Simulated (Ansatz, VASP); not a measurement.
Al3Cu in VASP and in Ansatz

The input INCAR:

```
PREC = Accurate ; ENCUT = 520
EDIFF = 1E-6 ; ISMEAR = 0
SIGMA = 0.15 ; LREAL = False
LASPH = True ; NELM = 60
ALGO = Normal ; ISIF = 2
LWAVE = False ; LCHARG = False
NBANDS = 18
```

KPOINTS

```
regular mesh
0
Gamma
  10 10 10
```

The input POSCAR:

```
Al3Cu
1.0
    3.7648683867      0.0000000000      0.0000000000
    0.0000000000      3.7648683867      0.0000000000
    0.0000000000      0.0000000000      4.0349027188
Al Cu
3 1
Direct
    0.0000000000      0.5000000000      0.5000000000
    0.5000000000      0.0000000000      0.5000000000
    0.5000000000      0.5000000000      0.0000000000
    0.0000000000      0.0000000000      0.0000000000
```

Input for Ansatz:

```yaml
crystal:
  lattice:
    - [3.7648683867, 0.0, 0.0]
    - [0.0, 3.7648683867, 0.0]
    - [0.0, 0.0, 4.0349027188]
  atoms:
    - { symbol: Al, position: [0.0, 0.5, 0.5] }
    - { symbol: Al, position: [0.5, 0.0, 0.5] }
    - { symbol: Al, position: [0.5, 0.5, 0.0] }
    - { symbol: Cu, position: [0.0, 0.0, 0.0] }
basis:
  ecutwfc: 520.0
kpoints:
  mp_grid: { grid: [10, 10, 10] }
hamiltonian:
  xc: lda
  pseudopotentials: { kind: paw, azcp: { folder: soft_1 } }
scf:
  occupations: { method: gaussian, width: 0.15 }
output:
  forces: true
  stress: true
  eigenvalues: true
```

Change from the starting cell: strain +e along x and -e along y +0.0000, strain +e along z and -e/2 along x and y +0.0467.

Alike in both runs: task single point; functional LDA; k mesh 10 × 10 × 10; occupations gaussian, width 0.15 eV; no spin polarisation.

|  | VASP | Ansatz |
| --- | --- | --- |
| version | VASP 6.6.1 | Ansatz 0.2.0 |
| potentials or method | VASP PAW LDA potentials, release 64 (Al, Cu) | scalar-relativistic, plane waves, PAW |
| plane-wave cutoff (eV) | 520 | 520 |
| valence electrons in the cell | 20 | 28 |

|  | VASP | Ansatz | Ansatz less VASP |
| --- | --- | --- | --- |
| gap on the k mesh at the Fermi level (eV) | none | none | - |
| pressure (GPa) | 0.7 | 0.5 | -0.26 |
| largest component of the traceless stress (GPa) | 5.45 | 5.41 | -0.033 |

A gap of «none» marks a metal or a gap that the smearing closes. The two sets of potentials don't hold the same shells in valence. Ansatz warned: «pseudo_functional_mismatch».
